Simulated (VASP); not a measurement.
**As: single point with PBEsol**

As:

```
As
1.0
     1.88080    1.08588    3.51406
    -1.88080    1.08588    3.51406
     0.00000   -2.17176    3.51406
As
2
Direct
  0.22600 0.22600 0.22600
  0.77400 0.77400 0.77400
```

```
Program                : VASP 6.6.1
Task                   : single point
Functional             : PBEsol
Potentials or basis    : VASP PAW PBE potentials, release 64 (As)
Cutoff                 : 500 eV
k mesh                 : 9 × 9 × 9
Occupations            : gaussian, width 0.02 eV
Spin                   : no spin polarisation
Further INCAR settings : ALGO = Normal; EDIFF = 1e-07
```

```yaml
Pressure: 0.7 GPa
Largest_force: 0.443 eV/Å
Band_gap_on_the_k_mesh: none (metal or under the smearing width)
```

Forces in eV/Å, atoms in the order of the input:
```
As   0.000  0.000  0.443
As   0.000  0.000 -0.443
```

Stress tensor (GPa, compression positive):
```
0.95 0.00 0.00
0.00 0.95 0.00
0.00 0.00 0.24
```

Levels at points of the mesh, in eV from the Fermi level:
```
           k point  band 2  band 3  band 4  band 5  band 6  band 7  band 8  band 9
(0.00, 0.00, 0.00)   -5.75   -2.45   -2.00   -2.00    1.59    2.92    2.92    6.86
```

It took 21 s on 1 thread of Intel(R) Xeon(R) Platinum 8375C CPU @ 2.90GHz (Ice Lake), on a shared host, peak memory 0.18 GiB.

Caveat: the PAW data sets were made with another functional, which shifts forces and pressure a little.
